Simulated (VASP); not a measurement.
Input of a VASP 6.6.1 run:

INCAR

```
SYSTEM = ZnSe
ALGO = Normal ; EDIFF = 1E-7
EDIFFG = -0.01 ; ENCUT = 600
IBRION = 2 ; ISIF = 2
ISMEAR = 0 ; LASPH = .True.
LCHARG = .False. ; LREAL = .False.
LWAVE = .False. ; NELM = 80
NSW = 40 ; PREC = Accurate
SIGMA = 0.03
```

File KPOINTS:

```
k-points
0
Gamma
  8 8 8
  0 0 0
```

File POSCAR:

```
ZnSe                                    
1.0
    0.0000000000      2.8429604414      2.8429604414
    2.8429604414      0.0000000000      2.8429604414
    2.8429604414      2.8429604414      0.0000000000
  Zn              Se            
     1     1
Direct
     0.0000000000000000    0.0000000000000000    0.0000000000000000
     0.2500000000000000    0.2500000000000000    0.2500000000000000
```

Potentials or basis: VASP PAW LDA potentials, release 64 (Zn, Se).

Command:

```sh
$ cat potpaw_LDA.64/Zn/POTCAR potpaw_LDA.64/Se/POTCAR > POTCAR
$ mpirun -np 1 vasp_std > vasp.out
```

Q: Estimate the band gap on the k mesh.

A: 1.03 eV, direct.

Final structure:
```cif
data_structure
_symmetry_space_group_name_H-M 'P 1'
_symmetry_Int_Tables_number 1
_cell_length_a 4.0206
_cell_length_b 4.0206
_cell_length_c 4.0206
_cell_angle_alpha 60.000
_cell_angle_beta 60.000
_cell_angle_gamma 60.000
_cell_volume 45.96
loop_
_atom_site_label
_atom_site_type_symbol
_atom_site_fract_x
_atom_site_fract_y
_atom_site_fract_z
_atom_site_occupancy
Zn1 Zn 0.00000 0.00000 0.00000 1
Se1 Se 0.25000 0.25000 0.25000 1
```

Caveat: the relaxation stopped at its first step, so nothing moved.
